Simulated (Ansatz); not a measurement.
Write a Python script for Ansatz's Python interface that makes the levels without and with spin-orbit coupling of CdS, space group F-43m. Use (first run): PBEsol, PAW, cutoff 476 eV, 6×6×6 k-points, fixed occupations.

```
CELL_PARAMETERS angstrom
0.00000 2.91650 2.91650
2.91650 0.00000 2.91650
2.91650 2.91650 0.00000
ATOMIC_POSITIONS crystal
Cd 0.00000 0.00000 0.00000
S 0.25000 0.25000 0.25000
```

`run_soc.py`:
```python
"""What spin-orbit coupling does to the bands of CdS."""

import warnings

import ansatz as az

OCCUPATIONS = "fixed"
FUNCTIONAL = "pbesol"


def main() -> None:
    warnings.simplefilter("ignore", az.DeckWarning)

    cell = (
        az.Lattice.from_parameters(4.124554, 4.124554, 4.124554, alpha=60.0, beta=60.0, gamma=60.0)
        .atom("Cd", (0.0, 0.0, 0.0))
        .atom("S", (0.25, 0.25, 0.25))
    )

    setup = cell.calculation()
    setup = setup.basis(35 * az.Ry)
    setup = setup.kpoints(6)
    setup = setup.occupations(OCCUPATIONS)
    setup = setup.functional(FUNCTIONAL)
    setup = setup.band_table()
    for label, variant in (("scalar-relativistic", setup), ("spin-orbit", setup.spin(soc=True))):
        r = variant.run(threads=1).report
        zero = r["band_edges_ev"][0] if r.get("band_edges_ev") else r["fermi_energy_ev"]
        near = [round(e - zero, 3) for e in r["eigenvalues_ev"][0] if abs(e - zero) < 4]
        print(label)
        print("  band edges (eV):", [round(e, 3) for e in r.get("band_edges_ev") or []] or "none reported")
        print("  levels at k =", r["kpoints_frac"][0], "within 4 eV of the zero:", near)


if __name__ == "__main__":
    main()
```

Running `python run_soc.py` prints:
```text
scalar-relativistic
  band edges (eV): [6.806, 7.808]
  levels at k = [0.0, 0.0, 0.0] within 4 eV of the zero: [-0.0, -0.0, 0.0, 1.002]
spin-orbit
  band edges (eV): [6.822, 7.809]
  levels at k = [0.0, 0.0, 0.0] within 4 eV of the zero: [-0.044, -0.044, -0.0, -0.0, -0.0, 0.0, 0.987, 0.987]
```

The structure is a deposited one; some such entries were measured under pressure or heat, so a shift against it needn't be the functional's error alone. Levels are Kohn-Sham eigenvalues on this mesh. With spin-orbit coupling each level holds one electron and, with inversion or at time-reversal points, comes in pairs; a window in energy can cut a split set. Run time: 7 s on 1 thread of Arm Neoverse V2, with other jobs on the host, peak memory 0.48 GiB.
